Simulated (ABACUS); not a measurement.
Runs of ABACUS 3.10.1 on TiB2. Symmetry: P6/mmm, No. 191, hexagonal system. The conventional cell has a = 3.029 Å, b = 3.029 Å, c = 3.228 Å, α = 90.00°, β = 90.00°, γ = 120.00°. Around Ti (site symmetry 6/mmm) lie 12 B at 2.38 Å. B (site symmetry -6m2) is surrounded by 3 B at 1.75 Å. 

```tsv
task	level	potentials or basis	cutoff (eV)	radial cutoff of the potentials (pseudo_rcut)	SCF threshold on the density	eigensolver	gap on the mesh (eV)	pressure (GPa)	V0 of scaled cells (Å³/atom)	B0 (GPa)
equation of state	PBE	PseudoDojo NC SR 0.4.1 PBE standard, plane waves	1143	10 bohr	1e-08	dav	-	-	8.56	(a)
equation of state	PBE	PseudoDojo NC SR 0.4.1 PBE standard, DZP LCAO (the cutoffs set its grid)	1361	10 bohr	1e-07	genelpa	-	-	(b)	251
single point	PBE	PseudoDojo NC SR 0.4.1 PBE standard, DZP LCAO (the cutoffs set its grid)	1361	10 bohr	1e-07	genelpa	none	1.1	-	-
single point	PBEsol	PseudoDojo NC SR 0.4.1 PBEsol standard, plane waves	1143	7 bohr	1e-08	dav	none	-4.7	-	-
single point	PBE	PseudoDojo NC SR 0.4.1 PBE standard, TZDP LCAO (the cutoffs set its grid)	1361	10 bohr	1e-07	genelpa	none	0.6	-	-
```

Alike in all rows: no spin polarisation; cell as given; k mesh 10 × 10 × 8; smearing fermi-dirac 0.05 eV.

Q: Fill in the values left out.

A: (a) 255; (b) 8.59.

Caveats: the atomic orbitals were generated for these runs and aren't a published set (some runs); the basis of atomic orbitals isn't converged, which shifts pressures, moduli and gaps (some runs); the cell was scaled at fixed shape and fractional positions, which overstates the stiffness of a crystal with free parameters, most of all of layers and chains (some runs); there are fewer bands than atomic start orbitals, so a level may be missed at k points of high symmetry (some runs).

A k mesh can miss the band edges.

A gap of «none» marks a metal or a gap under the smearing width.

Not every run made on this cell is shown here.
